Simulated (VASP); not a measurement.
# ZrB2 (P6/mmm) in VASP: a series of runs

One crystal, ZrB2, is run at these levels: LDA; tasks: single point.

Program: VASP 6.6.1. These are calculated values, not measurements. Logs are shortened: lines on timing, memory, paths and dates and some standing lists are left out, and cuts for length are marked.

## (1) The structure

It takes space group P6/mmm (No. 191, hexagonal). The conventional cell has a = 3.170 Å, b = 3.170 Å, c = 3.533 Å, α = 90.00°, β = 90.00°, γ = 120.00°. Zr (site symmetry 6/mmm) is surrounded by 12 B at 2.54 Å. B (site symmetry -6m2) is surrounded by 3 B at 1.83 Å.

## (2) Single point, LDA

File INCAR:

```
PREC = Accurate
ENCUT = 520
EDIFF = 1E-6
ISMEAR = 0
SIGMA = 0.1
LREAL = F
LASPH = T
NELM = 80
ALGO = Normal
ISIF = 2
LWAVE = F
LCHARG = F
GGA = CA
```

File KPOINTS:

```
regular mesh
0
Gamma
  10 10 8
```

File POSCAR:

```
ZrB2
1.0
    3.1700000000      0.0000000000      0.0000000000
   -1.5850000000      2.7453005300      0.0000000000
    0.0000000000      0.0000000000      3.5330000000
Zr B
1 2
Direct
    0.0000000000      0.0000000000      0.0000000000
    0.6666666667      0.3333333333      0.5000000000
    0.3333333333      0.6666666667      0.5000000000
```

Potentials or basis: VASP PAW LDA potentials, release 64 (Zr_sv, B).

Started as:

```console
cat potpaw_LDA.64/Zr_sv/POTCAR potpaw_LDA.64/B/POTCAR > POTCAR
mpirun -np 1 vasp_std > vasp.out
```

OUTCAR:

```text
PREC = Accurate
   ENCUT = 520
   EDIFF = 1E-6
   ISMEAR = 0
   LREAL = F
   LASPH = T
   NELM = 80
   ISIF = 2
   GGA = CA

 ion  position               nearest neighbor table
   1  0.000  0.000  0.000-   2 2.54   3 2.54   2 2.54   3 2.54   2 2.54   2 2.54   3 2.54   3 2.54
                             2 2.54   2 2.54   3 2.54   3 2.54
   2  0.667  0.333  0.500-   3 1.83   3 1.83   3 1.83   1 2.54   1 2.54   1 2.54   1 2.54   1 2.54
                             1 2.54
   3  0.333  0.667  0.500-   2 1.83   2 1.83   2 1.83   1 2.54   1 2.54   1 2.54   1 2.54   1 2.54
                             1 2.54

  LATTYP: Found a hexagonal cell.
 ALAT       =     3.1700000000
 C/A-ratio  =     1.1145110410

  Lattice vectors:

 A1 = (   3.1700000000,   0.0000000000,   0.0000000000)
 A2 = (  -1.5850000000,   2.7453005300,   0.0000000000)
 A3 = (   0.0000000000,   0.0000000000,   3.5330000000)

Analysis of symmetry for initial positions (statically):
=====================================================================
 Subroutine PRICEL returns:
 Original cell was already a primitive cell.

 Routine SETGRP: Setting up the symmetry group for a
 hexagonal supercell.

 Subroutine GETGRP returns: Found 24 space group operations
 (whereof 24 operations were pure point group operations)
 out of a pool of 24 trial point group operations.

The static configuration has the point symmetry D_6h.

Analysis of symmetry for dynamics (positions and initial velocities):
=====================================================================
 Subroutine PRICEL returns:
 Original cell was already a primitive cell.

 Routine SETGRP: Setting up the symmetry group for a
 hexagonal supercell.

 Subroutine GETGRP returns: Found 24 space group operations
 (whereof 24 operations were pure point group operations)
 out of a pool of 24 trial point group operations.

The dynamic configuration has the point symmetry D_6h.

 Subroutine INISYM returns: Found 24 space group operations
 (whereof 24 operations are pure point group operations),
 and found     1 'primitive' translations

----------------------------------------------------------------------------------------

                                     Primitive cell

  volume of cell :      30.7463

  direct lattice vectors                    reciprocal lattice vectors
     3.170000000  0.000000000  0.000000000     0.315457413  0.182129422  0.000000000
    -1.585000000  2.745300530  0.000000000     0.000000000  0.364258845  0.000000000
     0.000000000  0.000000000  3.533000000     0.000000000  0.000000000  0.283045570

  length of vectors
     3.170000000  3.170000000  3.533000000     0.364258845  0.364258845  0.283045570

  position of ions in fractional coordinates (direct lattice)
     0.000000000  0.000000000  0.000000000
     0.666666667  0.333333333  0.500000000
     0.333333333  0.666666667  0.500000000

  ion indices of the primitive-cell ions
   primitive index   ion index
                 1           1
                 2           2
                 3           3

----------------------------------------------------------------------------------------

 KPOINTS: regular mesh

Automatic generation of k-mesh.
 Grid dimensions read from file:
 generate k-points for:   10   10    8

 Generating k-lattice:

  Cartesian coordinates                     Fractional coordinates (reciprocal lattice)
     0.031545741  0.018212942  0.000000000     0.100000000  0.000000000  0.000000000
     0.000000000  0.036425884  0.000000000     0.000000000  0.100000000  0.000000000
     0.000000000  0.000000000  0.035380696     0.000000000  0.000000000  0.125000000

  Length of vectors
     0.036425884  0.036425884  0.035380696

  Shift w.r.t. Gamma in fractional coordinates (k-lattice)
     0.000000000  0.000000000  0.000000000

 Subroutine IBZKPT returns following result:
 ===========================================

 Found     70 irreducible k-points:

 Following reciprocal coordinates:
            Coordinates               Weight
  0.000000  0.000000  0.000000      1.000000
  0.100000 -0.000000  0.000000      6.000000
  0.200000 -0.000000  0.000000      6.000000
  0.300000  0.000000  0.000000      6.000000
  0.400000  0.000000  0.000000      6.000000
  0.500000  0.000000  0.000000      3.000000
[... 42 lines left out ...]
  0.100000  0.100000  0.375000     12.000000
  0.200000  0.100000  0.375000     24.000000
 [... further k-points ...]
   k-points           NKPTS =     70   k-points in BZ     NKDIM =     70   number of bands    NBANDS=     13
   number of dos      NEDOS =    301   number of ions     NIONS =      3
   total plane-waves  NPLWV =  16128
   dimension x,y,z NGX =    24 NGY =   24 NGZ =   28
   dimension x,y,z NGXF=    48 NGYF=   48 NGZF=   56
   ions per type =               1   2
   NGX,Y,Z   is equivalent  to a cutoff of  12.59, 12.59, 13.18 a.u.
   NGXF,Y,Z  is equivalent  to a cutoff of  25.17, 25.17, 26.35 a.u.
 SYSTEM =  unknown system
   PREC   = accura    normal or accurate (medium, high low for compatibility)
   ISTART =      0    job   : 0-new  1-cont  2-samecut
   ICHARG =      2    charge: 1-file 2-atom 10-const
   ISPIN  =      1    spin polarized calculation?
   LNONCOLLINEAR =      F non collinear calculations
   LSORBIT =      F    spin-orbit coupling
   LASPH  =      T    aspherical Exc in radial PAW
   ENCUT  =  520.0 eV  38.22 Ry    6.18 a.u.   5.89  5.89  6.57*2*pi/ulx,y,z
   NELM   =     80;   NELMIN=  2; NELMDL= -5     # of ELM steps
   EDIFF  = 0.1E-05   stopping-criterion for ELM
   LREAL  =      F    real-space projection
   EDIFFG = 0.1E-04   stopping-criterion for IOM
   NSW    =      0    number of steps for IOM
   IBRION =     -1    ionic relax: 0-MD 1-quasi-New 2-CG
   NFREE  =      0    steps in history (QN), initial steepest desc. (CG)
   ISIF   =      2    stress and relaxation
   ISYM   =      2    0-nonsym 1-usesym 2-fastsym
   POTIM  = 0.5000    time-step for ionic-motion
   TEBEG  =    0.0;   TEEND  =   0.0 temperature during run
   PSTRESS=    0.0 pullay stress
   NELECT =      18.0000    total number of electrons
   NUPDOWN=      -1.0000    fix difference up-down
   EMIN   =  10.00;   EMAX   =-10.00  energy-range for DOS
   EFERMI =   0.00;   METHOD = LEGACY
   ISMEAR =     0;   SIGMA  =   0.10  broadening in eV -4-tet -1-fermi 0-gaus
   EFERMI_NEDOS =   21; number of points for ismear=-14 and -15
   IALGO  =     38    algorithm
   IMIX   =      4    mixing-type and parameters
     AMIX     =   0.40;   BMIX     =  1.00
     AMIX_MAG =   1.60;   BMIX_MAG =  1.00
  volume/ion in A,a.u.               =      10.25        69.16
  Fermi-wavevector in a.u.,A,eV,Ry     =   1.369519  2.588016 25.518847  1.875582
  Thomas-Fermi vector in A             =   2.495387
   LORBIT       =      0    0 simple, 1 ext, 2 COOP (PROOUT), +10 PAW based schemes
   GGA     = CA    functional components
   LHFCALC =     F    Hartree Fock is set to
   AEXX    =    0.0000 exact exchange contribution
   IVDW    =     0    specifies the selected vdW correction
   LEPSILON=     F    determine dielectric tensor
   LRPA    =     F    only Hartree local field effects (RPA)
 non-spin polarized calculation
 Gauss-broadening in eV      SIGMA  =   0.10
  energy-cutoff  :      520.00
  volume of cell :       30.75
 maximum number of plane-waves:       844
 NGX is ok and might be reduce to    24
   NGX = 11   NGY = 11   NGZ = 13

 number of electron      18.0000000 magnetization

 Free energy of the ion-electron system (eV)
  ---------------------------------------------------
  ext. energy  EPLUGINS =         0.00000000
  ---------------------------------------------------
  free energy    TOTEN  =       -27.45232465 eV

  energy without entropy =      -27.45063726  energy(sigma->0) =      -27.45148096

 E-fermi :  10.3562     XC(G=0): -12.5869

 val. band max:       10.3249810290   @ k =   0.2000   0.2000   0.1250
 cond. band min:      10.5195742616   @ k =   0.1000  -0.0000   0.5000
 fundamental gap:      0.1945932325
 Fermi energy:        10.3562326709

 k-point     1 :       0.0000    0.0000    0.0000
  band No.  band energies     occupation
      1     -37.8893      2.00000
      2     -16.2282      2.00000
      3     -15.6698      2.00000
      4     -15.6698      2.00000
      5      -2.0988      2.00000
      6       7.8362      2.00000
      7       7.8362      2.00000
      8       7.8662      2.00000
      9       8.1657      2.00000
     10      13.8294      0.00000
     11      13.8294      0.00000
     12      14.6005      0.00000
     13      14.6005      0.00000

 k-point     2 :       0.1000   -0.0000    0.0000
  band No.  band energies     occupation
      1     -37.8780      2.00000
      2     -16.2116      2.00000
      3     -15.7674      2.00000
      4     -15.6910      2.00000
      5      -1.9000      2.00000
      6       7.2855      2.00000
      7       7.8426      2.00000
      8       7.9444      2.00000
      9       8.0542      2.00000
     10      13.6054      0.00000
     11      13.7073      0.00000
     12      14.0059      0.00000
     13      14.1385      0.00000

 k-point     3 :       0.2000   -0.0000    0.0000
  band No.  band energies     occupation
      1     -37.8484      2.00000
      2     -16.1677      2.00000
      3     -16.0154      2.00000
      4     -15.7461      2.00000
      5      -1.3361      2.00000
      6       6.0603      2.00000
      7       7.4653      2.00000
      8       7.8019      2.00000
      9       8.4015      2.00000
     10      12.6637      0.00000
     11      13.4095      0.00000
     12      13.7645      0.00000
     13      14.3768      0.00000

 k-point     4 :       0.3000    0.0000    0.0000
  band No.  band energies     occupation
      1     -37.8115      2.00000
      2     -16.3085      2.00000
      3     -16.1130      2.00000
      4     -15.8131      2.00000
      5      -0.4801      2.00000
      6       4.6524      2.00000
      7       6.9981      2.00000
      8       7.6614      2.00000
      9       8.3436      2.00000
     10      12.9311      0.00000
     11      13.0775      0.00000
     12      13.6915      0.00000
     13      14.1974      0.00000

 k-point     5 :       0.4000    0.0000    0.0000
  band No.  band energies     occupation
      1     -37.7813      2.00000
      2     -16.5361      2.00000
      3     -16.0682      2.00000
      4     -15.8667      2.00000
      5       0.5890      2.00000
      6       3.2475      2.00000
      7       6.6842      2.00000
      8       7.5019      2.00000
      9       7.9598      2.00000
     10      12.8321      0.00000
     11      12.9760      0.00000
     12      14.3263      0.00000
     13      14.9585      0.00000
[... 513 lines left out ...]
 k-point    38 :       0.4000    0.1000    0.2500
  band No.  band energies     occupation
      1     -37.7607      2.00000
      2     -16.5419      2.00000
      3     -16.2028      2.00000
      4     -15.9213      2.00000
      5       1.1872      2.00000
      6       2.7339      2.00000
      7       6.0444      2.00000
      8       7.4830      2.00000
      9       7.8321      2.00000
     10      12.3744      0.00000
     11      14.5121      0.00000
     12      14.9568      0.00000
     13      16.5062      0.00000

 k-point    39 :       0.2000    0.2000    0.2500
  band No.  band energies     occupation
      1     -37.7850      2.00000
      2     -16.3295      2.00000
      3     -16.2441      2.00000
      4     -15.9184      2.00000
      5       0.3139      2.00000
      6       4.4762      2.00000
      7       5.4801      2.00000
      8       7.1876      2.00000
      9       8.8288      2.00000
     10      11.3525      0.00000
     11      14.7650      0.00000
     12      14.8371      0.00000
     13      16.1806      0.00000

 k-point    40 :       0.3000    0.2000    0.2500
  band No.  band energies     occupation
      1     -37.7607      2.00000
      2     -16.4407      2.00000
      3     -16.2028      2.00000
      4     -16.0328      2.00000
      5       1.0647      2.00000
      6       3.3711      2.00000
      7       5.1903      2.00000
      8       7.4512      2.00000
      9       8.2248      2.00000
     10      12.3343      0.00000
     11      14.4112      0.00000
     12      15.0271      0.00000
     13      16.5815      0.00000

 [... further k-points ...]

------------------------ aborting loop because EDIFF is reached ----------------------------------------

  FORCE on cell =-STRESS in cart. coord.  units (eV):
  Direction    XX          YY          ZZ          XY          YZ          ZX
  --------------------------------------------------------------------------------------
  -------------------------------------------------------------------------------------
  Total       -1.6596060     -1.6596060     -1.4745558      0.0000000      0.0000000     -0.0000000
  in kB      -86.4814161    -86.4814161    -76.8385201      0.0000000      0.0000000     -0.0000000
  external PRESSURE =     -83.2671175 kB  Pullay stress =       0.0000000 kB

 VOLUME and BASIS-vectors are now :
 -----------------------------------------------------------------------------
  energy-cutoff  :      520.00
  volume of cell :       30.75
      direct lattice vectors                 reciprocal lattice vectors
     3.170000000  0.000000000  0.000000000     0.315457413  0.182129422  0.000000000
    -1.585000000  2.745300530  0.000000000     0.000000000  0.364258845  0.000000000
     0.000000000  0.000000000  3.533000000     0.000000000  0.000000000  0.283045570

 POSITION                                       TOTAL-FORCE (eV/Angst)
 -----------------------------------------------------------------------------------
      0.00000      0.00000      0.00000        -0.000000      0.000000      0.000000
      1.58500      0.91510      1.76650         0.000000      0.000000      0.000000
     -0.00000      1.83020      1.76650        -0.000000     -0.000000      0.000000
 -----------------------------------------------------------------------------------
    total drift:                               -0.000000      0.000000     -0.000000

  FREE ENERGIE OF THE ION-ELECTRON SYSTEM (eV)
  ---------------------------------------------------
  free  energy   TOTEN  =       -27.4523246547 eV

  energy  without entropy=      -27.4506372573  energy(sigma->0) =      -27.45148096
```

It took 9.6 s on 1 thread of Intel Xeon 6975P-C (Granite Rapids), shared host; peak memory 0.14 GiB.

Results:

```
Free energy            : -27.4523 eV
Pressure               : -8.3 GPa
Band gap on the k mesh : none (metal or under the smearing width)
```

## (3) Single point, LDA

File run.py:

```python
from ase.calculators.vasp import Vasp
from ase.dft.bandgap import bandgap
from ase.io import read

atoms = read('ZrB2.cif')
calc = Vasp(
    directory='calc',
    xc='lda',
    pp='LDA',
    setups='materialsproject',
    prec='Accurate',
    encut=520,
    ediff=1e-07,
    ismear=0,
    sigma=0.1,
    lreal=False,
    lasph=True,
    nelm=80,
    algo='Normal',
    isif=2,
    lwave=False,
    lcharg=True,
    lelf=True,
    lvhar=True,
    kpts=[10, 10, 8],
    gamma=True,
)
atoms.calc = calc

print('energy (eV):', atoms.get_potential_energy())
print('free energy (eV):', atoms.get_potential_energy(force_consistent=True))
print('forces (eV/A):')
print(atoms.get_forces())
print('stress (eV/A^3, Voigt):', atoms.get_stress())
print('Fermi level (eV):', calc.get_fermi_level())
gap, top, bottom = bandgap(calc)
print('band gap (eV):', gap, 'from (spin, k, band)', top, 'to', bottom)
```

File ZrB2.cif:

```cif
data_ZrB2
_cell_length_a 3.17000000
_cell_length_b 3.17000000
_cell_length_c 3.53300000
_cell_angle_alpha 90.00000000
_cell_angle_beta 90.00000000
_cell_angle_gamma 120.00000000
_space_group_name_H-M_alt 'P1'
_space_group_name_Hall 'P 1'
_space_group_IT_number 1
loop_
_space_group_symop_operation_xyz
'x,y,z'
loop_
_atom_site_label
_atom_site_type_symbol
_atom_site_symmetry_multiplicity
_atom_site_Wyckoff_symbol
_atom_site_fract_x
_atom_site_fract_y
_atom_site_fract_z
_atom_site_occupancy
Zr1 Zr 1 a 0.0000000000 0.0000000000 0.0000000000 1
B1 B 1 a 0.6666666667 0.3333333333 0.5000000000 1
B2 B 1 a 0.3333333333 0.6666666667 0.5000000000 1
```

Potentials or basis: VASP PAW LDA potentials, release 64 (Zr_sv, B).

Started as:

```console
python run.py
```

Run time: 14 s. Hardware: 1 thread of Intel Xeon 6975P-C (Granite Rapids), shared host; peak memory 0.14 GiB.

It converged, with:

* Free energy: -27.4523 eV
* Pressure: -8.3 GPa
* Band gap on the k mesh: none (metal or under the smearing width)

Stress tensor (GPa, compression positive):
```
-8.66  0.00  0.00
 0.00 -8.66  0.00
 0.00  0.00 -7.68
```

Levels at points of the mesh, in eV from the Fermi level:
```tsv
k point	band 7	band 8	band 9	band 10	band 11	band 12
(0.00, 0.00, 0.00)	-2.52	-2.49	-2.19	3.47	3.47	4.24
(0.50, 0.00, 0.00)	-3.78	-2.92	-2.58	2.35	2.39	5.01
(0.00, 0.00, 0.50)	-0.85	-0.85	0.42	0.42	0.86	0.86
(0.50, 0.00, 0.50)	-4.49	-4.02	-1.84	3.81	4.29	5.38
```

## (4) For comparison

An earlier run on the cell as given: functional PBEsol; potentials or basis VASP PAW PBE potentials, release 64 (Zr_sv, B); cutoff 520 eV; k mesh 10 × 10 × 8; occupations fermi-dirac, width 0.05 eV; no spin polarisation.

* Pressure: -3.8 GPa
* Band gap on the k mesh: none (metal or under the smearing width)
